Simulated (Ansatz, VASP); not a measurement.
**ZnO in VASP and in Ansatz**

```
Zn O
1.0
     5.51757    0.00000    0.00000
     0.00000    5.51757    0.00000
     0.00000    0.00000    3.25878
Zn O
4 4
Direct
  0.18197 0.18197 0.50000
  0.81803 0.81803 0.50000
  0.68197 0.31803 0.00000
  0.31803 0.68197 0.00000
  0.81725 0.18275 0.50000
  0.18275 0.81725 0.50000
  0.68275 0.68275 0.00000
  0.31725 0.31725 0.00000
```

Alike in both runs: task single point; functional PBE; k mesh 4 × 4 × 6; occupations gaussian, width 0.1 eV; no spin polarisation.

|  | VASP | Ansatz |
| --- | --- | --- |
| version | VASP 6.6.1 | Ansatz 0.2.0 |
| potentials or method | VASP PAW PBE potentials, release 64 (Zn, O) | scalar-relativistic, plane waves, PAW |
| plane-wave cutoff (eV) | 520 | 420 |
| valence electrons in the cell | 72 | 72 |

```csv
,VASP,Ansatz,Ansatz less VASP
gap on the k mesh at the Fermi level (eV),0.80,0.81,+0.013
least direct gap on the mesh (eV),0.80,0.81,+0.013
pressure (GPa),6.0,5.0,-0.99
largest component of the traceless stress (GPa),0.28,0.09,-0.187
rms of the force components (eV/Å),0.014,0.015,+0.0007
```

Atom by atom the forces differ by 0.001 eV/Å (rms over components).

PBE gaps usually lie below the measured ones, often by a third to a half.
